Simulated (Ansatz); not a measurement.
# NaH (Fm-3m): from the cell to its phonons, part 2 of 3

Aim: the vibrations of NaH (Fm-3m), their spectra, and whether the structure is stable.

Ansatz 0.2.0; DFT PBEsol, scalar-relativistic, plane waves, PAW; PAW set soft_1.

So far. Step 3 (Relaxing to small forces for the phonons): The forces vanish by symmetry and the pressure is 0.006 GPa, within the tolerances set. The cell now holds 13.75 Å³/atom. The relaxed cell has a = 4.791 Å (conventional setting).

## 4. Linear response at the zone centre

The zone centre comes first: it holds the modes that light can see, as far as symmetry allows. The response to a homogeneous field gives the Born charges and the dielectric tensor, and its change with displacement the Raman tensors.

File input.yaml:

```yaml
crystal:
  lattice:
    - [0.0, 2.3956655036, 2.3956655036]
    - [2.3956655036, 0.0, 2.3956655036]
    - [2.3956655036, 2.3956655036, 0.0]
  atoms:
    - { symbol: Na, position: [0.0, 0.0, 0.0] }
    - { symbol: H, position: [0.5, 0.5, 0.5] }
kpoints:
  mp_grid: { grid: [8, 8, 8] }
hamiltonian:
  xc: pbesol
  pseudopotentials: { kind: paw, azcp: { folder: soft_1 }, xc_functional: pbe }
scf:
  occupations: { method: fixed }
output:
  eigenvalues: true
phonons:
  method: dfpt
  dielectric: true
  rigid_motions: translations
  raman: true
```

Run with:

```bash
ansatz run input.yaml --threads 4 --pin off --max-ram 10240MiB --backend cpu --events-out ev --progress --plain --runs-dir out
```

Numbers of over 12 decimals in the logs are rounded to 6 here.

The log of the run:

```text
[...]
Crystal: 2 atoms, lattice volume = 27.498 Å³
Basis set: ecut = 420 eV, 537 PW (Γ), exchange–correlation on 48×48×48 points (8 copies of the dense FFT grid, shifted against one another)
Bands: 9, of which v1, the nominal top of the filled ones, is band 5 counted from 1 (4 counted from 0)
Symmetry: 48 space group operations
k-points: 59 of 512 (irreducible under 8 space group operations, time reversal used)
[...]
SCF iter   1: F=—  HF=-1492.163427 eV  |F-HF|=—  |Δ(HF+E_count)|=         —  Δρ=4.85e-2  dr2=7.50e-1  ethr=3.10e-3  ⟨swp⟩=4.3  Hψ=3028  notcnv=0  defer=90
[...]
SCF iter   7: F=-1491.911361 eV  HF=-1491.911361 eV  |F-HF|=2.71e-11  |Δ(HF+E_count)|=  3.59e-11  Δρ=3.83e-7  dr2=1.36e-11  ethr=1.00e-12  ⟨swp⟩=8.0  Hψ=2935  notcnv=0
SCF 1 converged in 7 iterations: F = -1491.911361 eV  dr2 = 1.36e-11
[...]
DFPT response loops at Γ: preconditioner auto → none (the input reference at scf.mixing.eps_inf says where Resta's filter doesn't serve); β = 0.50; Broyden in place of MSR1
── the response to a field inside a basis, on 12×12×12 k-points: an SCF that follows is theirs, and a resumed run solves both again ──
Bands: 6, of which v1, the nominal top of the filled ones, is band 5 counted from 1 (4 counted from 0)
k-points: 182 of 1728 (irreducible under 12 space group operations)
[...]
Eigensolver: Dense (182 Hₖ)
SCF iter   1: F=—  HF=-1491.911281 eV  |F-HF|=—  |Δ(HF+E_count)|=         —  Δρ=1.70e-4  dr2=1.20e-6  ethr=1.00e-1
[...]
SCF iter   4: F=-1491.911283 eV  HF=-1491.911283 eV  |F-HF|=2.07e-11  |Δ(HF+E_count)|=  1.93e-11  Δρ=4.23e-7  dr2=1.56e-11  ethr=3.80e-11
SCF 1 converged in 4 iterations: F = -1491.911283 eV  dr2 = 1.56e-11
[...]
SCF converged after 7 iterations
Free energy (F): -1491.911361 eV
[...]
Internal energy: -1491.911361 eV  (E = F + TS)
E sigma→0 (E₀):  -1491.911361 eV
Fermi energy:    0.891968 eV
[...]
--- Band table (eV; the first three rows and the last of 59) ---
[...]
--- Phonons (Γ-DFPT): 2 representative perturbations + reference, on 59 of 512 k-points (Σ response iterations 7) ---
  k mesh reduced under 8 symmetry operations, with k and −k counted as one. Each operation leaves every solved perturbation unchanged. A smaller set is not considered because the run solves the response to a homogeneous field
  ASR residual: 2.057e-4 → 0.000e0 eV/Å²; symmetrization residual: 8.907e-8 eV/Å²
  ASR residual per site (eV/Å²): 2.06e-4 1.86e-4
  Γ frequencies (cm⁻¹): 0.00 0.00 0.00 519.63 519.63 519.63
  ε∞ (high-frequency dielectric tensor):
        3.248625     0.000000    -0.000000
        0.000000     3.248625    -0.000000
       -0.000000    -0.000000     3.248625
  ε⁰ (static dielectric tensor: ions relaxed, cell fixed):
        9.564118     0.000000     0.000000
        0.000000     9.564118    -0.000000
        0.000000    -0.000000     9.564118
  ε⁰ − ε∞ (ionic part):
        6.315493    -0.000000     0.000000
       -0.000000     6.315493     0.000000
        0.000000     0.000000     6.315493
  softest optical mode at Γ: 519.63 cm⁻¹; the repairs (sum rule, projections) moved no ω² at Γ by more than (7.10 cm⁻¹)²
  Born effective charges Z* (e; rows j = field, columns β = displacement):
    site 0:
         0.95929    0.00000    0.00000
        -0.00000    0.95929   -0.00000
         0.00000   -0.00000    0.95929
    site 1:
        -0.95929   -0.00000   -0.00000
         0.00000   -0.95929    0.00000
        -0.00000    0.00000   -0.95929
  Z* charge neutrality: 6.325e-5 e pre-enforcement
  solved inside a basis spanned on kpoints, on 12×12×12 k-points: ε∞ is read to err by 7.0e-3, Z* by 9.6e-3 e (field_mesh: kpoints solves on kpoints); Z* is corrected for what the basis lacks
  Raman tensors (in the event stream and the table raman_tensors.tsv): an entry may err by 2.4e-4 Å², one of the second-order susceptibility by 8.7e-20 pm/V (basis, points and sum rule); their sum over the sites missed zero by 1.103e-21 Å² ahead of its enforcement
  optical modes at Γ without the LO–TO term, one row a degenerate level:
      ω (cm⁻¹)  modes    IR ((D/Å)²/amu)  static Raman (Å⁴/amu)  depolarisation
        519.63      3            65.9567                 0.0000               —
  optical modes at Γ + LO–TO along q̂ = [1.0000, 0.0000, 0.0000]:
      ω (cm⁻¹)  modes    IR ((D/Å)²/amu)  static Raman (Å⁴/amu)  depolarisation
        519.63      2            43.9711                 0.0000               —
        891.59      1            21.9856                 0.0000               —
  optical modes at Γ + LO–TO along q̂ = [0.0000, 1.0000, 0.0000]:
      ω (cm⁻¹)  modes    IR ((D/Å)²/amu)  static Raman (Å⁴/amu)  depolarisation
        519.63      2            43.9711                 0.0000               —
        891.59      1            21.9856                 0.0000               —
  optical modes at Γ + LO–TO along q̂ = [0.0000, 0.0000, 1.0000]:
      ω (cm⁻¹)  modes    IR ((D/Å)²/amu)  static Raman (Å⁴/amu)  depolarisation
        519.63      2            43.9711                 0.0000               —
        891.59      1            21.9856                 0.0000               —
```

Elapsed: 33 s, on 4 threads of Arm Neoverse V1, shared host; peak memory 0.68 GiB.

This step gave:

```yaml
sum_rule_residual_before_enforcement: 2.06e-4 eV/Å²
miss_of_the_charge_sum_rule: 6.32e-5 e
estimated_error_of_the_dielectric_tensor: 0.006975
estimated_error_of_the_born_charges: 0.009556 e
point_group: m-3m
highest_optical_mode_at_the_zone_centre_no_lo_to_term: 519.6 cm⁻¹
lowest_optical_zone_centre_mode: 519.6 cm⁻¹
mean_high_frequency_dielectric_constant: 3.249
largest_born_charge_third_of_the_trace: 0.9593 e
mean_static_dielectric_constant: 9.564
top_of_the_zone_centre_spectrum_with_the_field: 891.6 cm⁻¹
```

Without the LO-TO term. Patterns of degenerate modes are one choice out of their space. Modes at Γ, with each element's share of the kinetic energy:

| mode | frequency (cm⁻¹) | symmetry | Na % | H % |
| --- | --- | --- | --- | --- |
| 1 | 0.0 | acoustic | 96 | 4 |
| 2 | 0.0 | acoustic | 96 | 4 |
| 3 | 0.0 | acoustic | 96 | 4 |
| 4 | 519.6 | T1u | 4 | 96 |
| 5 | 519.6 | T1u | 4 | 96 |
| 6 | 519.6 | T1u | 4 | 96 |

Displacements in mode 4 (519.6 cm⁻¹), the largest set to 1:
```
Na1  0.00  0.01 -0.04
H2   0.00 -0.12  1.00
```

Optical modes at the zone centre, without and with the macroscopic field of the longitudinal modes; each column is sorted by frequency, so a row need not hold one and the same mode. Modes with and without the field, by row:

| rank among optical modes | no field (cm⁻¹) | q along (1, 0, 0) (cm⁻¹) |
| --- | --- | --- |
| 1 | 519.6 | 519.6 |
| 2 | 519.6 | 519.6 |
| 3 | 519.6 | 891.6 |

Born charge (rows field, columns displacement) (e), principal values of the symmetric part by kind of site:

| atom | atoms with these values | low | middle | high | mean |
| --- | --- | --- | --- | --- | --- |
| Na1 | 1 | 0.9593 | 0.9593 | 0.9593 | 0.9593 |
| H2 | 1 | -0.9593 | -0.9593 | -0.9593 | -0.9593 |

In full for Na1:

```
0.9593 0.0000 0.0000
0.0000 0.9593 0.0000
0.0000 0.0000 0.9593
```

High-frequency dielectric tensor:

```
3.25 0.00 0.00
0.00 3.25 0.00
0.00 0.00 3.25
```

Static dielectric tensor (ions relaxed, fixed cell):

```
9.56 0.00 0.00
0.00 9.56 0.00
0.00 0.00 9.56
```

Transverse modes. Infrared lines, with heights relative to the strongest:

| position (cm⁻¹) | label | relative intensity |
| --- | --- | --- |
| 520 | T1u | 100 |

Before it was imposed, the acoustic sum rule was missed by 2.1e-4 eV/Å² and the charge sum rule by 6.3e-5 e. Small misses are needed for a sound result but don't prove that mesh and cutoff are converged. The lowest optical mode is real, 520 cm⁻¹.

## 5. Response at finite wavevector

Stability and thermal properties need the whole zone. Linear response on a 4×4×4 q mesh gives force constants as far as a supercell of that size would, and the tensors from the zone-centre run are typed in so that the long-range dipole term is interpolated apart.

input.yaml, the sections that differ from step 4:

```yaml
phonons:
  method: dfpt
  qmesh: [4, 4, 4]
  temperatures: { t_max: 1000, t_step: 50 }
  qpath:
    path:
      - [[0.0, 0.0, 0.0], [0.5, 0.0, 0.5], [0.625, 0.25, 0.625]]
      - [[0.375, 0.375, 0.75], [0.0, 0.0, 0.0], [0.5, 0.5, 0.5], [0.5, 0.25, 0.75], [0.5, 0.0, 0.5]]
    npoints: 10
  non_analytic_term:
    high_frequency_dielectric_tensor: [[3.2486, 0.0, 0.0], [0.0, 3.2486, 0.0], [0.0, 0.0, 3.2486]]
    born_effective_charges:
      - { species: Na, tensor: [[0.9593, 0.0, 0.0], [0.0, 0.9593, 0.0], [0.0, 0.0, 0.9593]] }
      - { species: H, tensor: [[-0.9593, 0.0, 0.0], [0.0, -0.9593, 0.0], [0.0, 0.0, -0.9593]] }
    source: "zone-centre run at this cell"
# crystal, kpoints, hamiltonian, scf, output: as in step 4
```

The log of the run:

```text
[...]
Crystal: 2 atoms, lattice volume = 27.498 Å³
Basis set: ecut = 420 eV, 537 PW (Γ), exchange–correlation on 48×48×48 points (8 copies of the dense FFT grid, shifted against one another)
Bands: 9, of which v1, the nominal top of the filled ones, is band 5 counted from 1 (4 counted from 0)
Symmetry: 48 space group operations
k-points: 29 of 512
[...]
SCF iter   1: F=—  HF=-1492.163417 eV  |F-HF|=—  |Δ(HF+E_count)|=         —  Δρ=4.85e-2  dr2=7.50e-1  ethr=3.10e-3  ⟨swp⟩=4.3  Hψ=1488  notcnv=0  defer=43
[...]
SCF iter   8: F=-1491.911361 eV  HF=-1491.911361 eV  |F-HF|=0.00e0  |Δ(HF+E_count)|=  2.80e-11  Δρ=3.18e-8  dr2=1.18e-13  ethr=1.00e-12  ⟨swp⟩=7.7  Hψ=1326  notcnv=0
SCF 1 converged in 8 iterations: F = -1491.911361 eV  dr2 = 1.18e-13
[...]
NSCF: frozen V_eff on 29 k-points
[...]
DFPT response loops at q = (0, 0, 0) (fractional): preconditioner auto → none (the input reference at scf.mixing.eps_inf says where Resta's filter doesn't serve); β = 0.50; Broyden in place of MSR1
[...]
SCF converged after 8 iterations
Free energy (F): -1491.911361 eV
[...]
Internal energy: -1491.911361 eV  (E = F + TS)
E sigma→0 (E₀):  -1491.911361 eV
Fermi energy:    0.891971 eV
[...]
--- Band table (eV; the first three rows and the last of 29) ---
[...]
--- Phonons (Γ-DFPT): 2 representative perturbations + reference (Σ response iterations 7) ---
  ASR residual: 3.695e-5 → 0.000e0 eV/Å²; symmetrization residual: 8.970e-8 eV/Å²
  ASR residual per site (eV/Å²): 3.70e-5 6.90e-6
  Γ frequencies (cm⁻¹): 0.00 0.00 0.00 519.63 519.63 519.63
--- Phonons (arbitrary-q DFPT): 8 irreducible q on the 4×4×4 mesh ---
  q = [0.0000, 0.0000, 0.0000] (star 1, of the zone-centre solve; hermiticity 1.87e-7, symmetrization 3.17e-12): -0.00 -0.00 0.00 519.63 519.63 519.63
  q = [0.0000, 0.0000, 0.2500] (star 8, 2 solved perturbations on 288 of 512 k-point pairs; hermiticity 1.85e-8, symmetrization 1.48e-12): 92.72 92.72 166.44 554.98 554.98 885.49
[...]
q = [0.0000, 0.2500, 0.2500] (star 6, 4 solved perturbations in 528 linear systems a pass and spin channel, the states on 164 of 512 k-point pairs; hermiticity 3.20e-8, symmetrization 1.88e-13): 107.55 107.55 164.27 610.84 610.84 864.42
[...]
sum rule: each row above includes the acoustic sum rule's correction from the zone centre's row sums; it moved no ω² by more than (1.36 cm⁻¹)²
  mesh force constants: q→R imaginary residual 2.00e-18; ASR residual 3.695e-5 → 0.000e0 eV/Å²; symmetrization residual 1.776e-15 eV/Å²
  interpolated dispersion: 63 rows × 6 modes
  density of states and harmonic sums: on the 24×24×24 q-mesh, interpolated from the force constants of a 4×4×4 supercell (with the dipole–dipole term of supplied tensors)
  largest difference from the sums on the solved wave vectors: F 1.03e-2 eV, S 1.44e-5 and C_V 3.93e-6 eV/K
  zero-point energy: 0.159504 eV/cell   skipped modes (ω ≤ 0): 3   left out of the sums: 3.62e-5 of the cell's modes: C_V's classical limit lies that fraction below 3 k_B per atom; for a crystal, a wire or a layer, F and S can be off by more, and a phonons.interpolated_qmesh denser along its periods is the remedy for the sampling
```

The job ended after 22 s (4 threads; peak memory 0.52 GiB; 82 s of CPU time).

Numbers from this step:

* sum-rule residual before enforcement: 3.70e-5 eV/Å²
* lowest frequency on the path: 0 cm⁻¹
* highest frequency on the path or at a solved wavevector: 891.6 cm⁻¹
* mean frequency: 428.8 cm⁻¹
* Debye temperature (second moment): 960 K
* logarithmic mean frequency: 319.6 cm⁻¹
* lowest mode on the q mesh (acoustic modes at Γ apart): 92.72 cm⁻¹
* zero-point energy per atom: 79.75 meV
* heat capacity at 300 K: 17.18 J/(mol atoms K)
* vibrational entropy at 300 K: 19.24 J/(mol atoms K)
* edges of the widest gap between branches, on path and mesh: 239.4, 519.6 cm⁻¹

Frequencies (cm⁻¹) solved at each irreducible wavevector; negative means imaginary. Frequencies by wavevector, by row:

| q in reciprocal lattice units | star | mode 1 | mode 2 | mode 3 | mode 4 | mode 5 | mode 6 |
| --- | --- | --- | --- | --- | --- | --- | --- |
| 0 0 0 | 1 | 0 | 0 | 0 | 519.6 | 519.6 | 519.6 |
| 0 0 0.25 | 8 | 92.7 | 92.7 | 166.4 | 555 | 555 | 885.5 |
| 0 0 -0.5 | 4 | 124.5 | 124.5 | 239.4 | 585.6 | 585.6 | 875.6 |
| 0 0.25 0.25 | 6 | 107.5 | 107.5 | 164.3 | 610.8 | 610.8 | 864.4 |
| 0 0.25 -0.5 | 24 | 131.6 | 153.9 | 204.9 | 634.7 | 687.4 | 834 |
| 0 0.25 -0.25 | 12 | 123 | 152.9 | 196.8 | 580.3 | 688.2 | 843.1 |
| 0 -0.5 -0.5 | 3 | 139.6 | 139.6 | 205 | 679.6 | 679.6 | 837.5 |
| 0.25 -0.5 -0.25 | 6 | 154.2 | 179.8 | 179.8 | 684.7 | 761.5 | 761.5 |

Interpolated from a 4×4×4 q mesh, with the LO-TO term (at Γ the limit along the path; where Γ stands inside the path, tables give the limit on arrival). Phonon branches along the path, in cm⁻¹:

| point | branch 1 | branch 2 | branch 3 | branch 4 | branch 5 | branch 6 |
| --- | --- | --- | --- | --- | --- | --- |
| Γ | 0 | 0 | 0 | 520 | 520 | 892 |
| halfway | 108 | 108 | 164 | 611 | 611 | 864 |
| X | 140 | 140 | 205 | 680 | 680 | 838 |
| halfway | 139 | 152 | 202 | 671 | 701 | 827 |
| U | 138 | 176 | 192 | 646 | 750 | 795 |
| jump to K | 138 | 176 | 192 | 646 | 750 | 795 |
| halfway | 105 | 125 | 176 | 556 | 625 | 868 |
| Γ | 0 | 0 | 0 | 520 | 520 | 892 |
| halfway | 93 | 93 | 166 | 555 | 555 | 886 |
| L | 124 | 124 | 239 | 586 | 586 | 876 |
| halfway | 134 | 154 | 213 | 619 | 690 | 834 |
| W | 154 | 180 | 180 | 685 | 762 | 762 |
| halfway | 147 | 154 | 199 | 682 | 703 | 816 |
| X | 140 | 140 | 205 | 680 | 680 | 838 |

The phonon branches as a text plot (rows in cm⁻¹):

```
    873 |********              **********************
    836 |        *******     **                      ***      ***
    799 |               *****                           *   **
    762 |                 **                             ***
    724 |               **  *                          **   **
    687 |         ******     **                       *  ********
    650 |       **      ***    *                    ** **
    613 |      *           **   *                  ****
    576 |    **              *** ***         *******
    539 | ***                   ******  *****
    502 |*                            **
    464 |
    427 |
    390 |
    353 |
    316 |
    279 |
    241 |                                      ******
    204 |        ***************             **      ****   *****
    167 |      **      ******** **          *         *********
    130 |   *** ***************** **       *  ***********     ***
     93 |  *****                *****     ****
     56 | **                      ****   **
     19 |**                          ****
         Γ           X  U|K            Γ         L        W     X
```

Tetrahedra on a 24×24×24 mesh, mean over bins of 10 cm-1. Interpolated from a 4×4×4 q mesh. Table of phonon density of states by wavenumber; read off at these points:

wavenumber (cm⁻¹), phonon density of states (1/cm⁻¹/cell) and a bar:
```
        5     0.0000 
       35     0.0005 
       65     0.0022 #
       95     0.0076 #####
      125     0.0375 ########################
      135     0.0469 ##############################
      155     0.0191 ############
      185     0.0101 ######
      195     0.0354 #######################
      215     0.0093 ######
      255     0.0000 
      285     0.0000 
      315     0.0000 
      345     0.0000 
      375     0.0000 
      405     0.0000 
      435     0.0000 
      465     0.0000 
      495     0.0000 
      525     0.0013 #
      555     0.0056 ####
      585     0.0123 ########
      595     0.0135 #########
      615     0.0129 ########
      645     0.0124 ########
      685     0.0076 #####
      715     0.0059 ####
      745     0.0039 ##
      775     0.0010 #
      805     0.0060 ####
      835     0.0116 #######
      865     0.0134 #########
      895     0.0003
```

(Part 2 of 3 ends here.)

[Logs are printed without paths, hosts, clocks, repeated set-up lines and the standing remarks that a program may print on its own settings, such as how far it seeks lower states.]

[Hosts, paths, dates, database ids (printed as entryN), source tags and the programs' standing remarks are cut or masked in the printed files.]
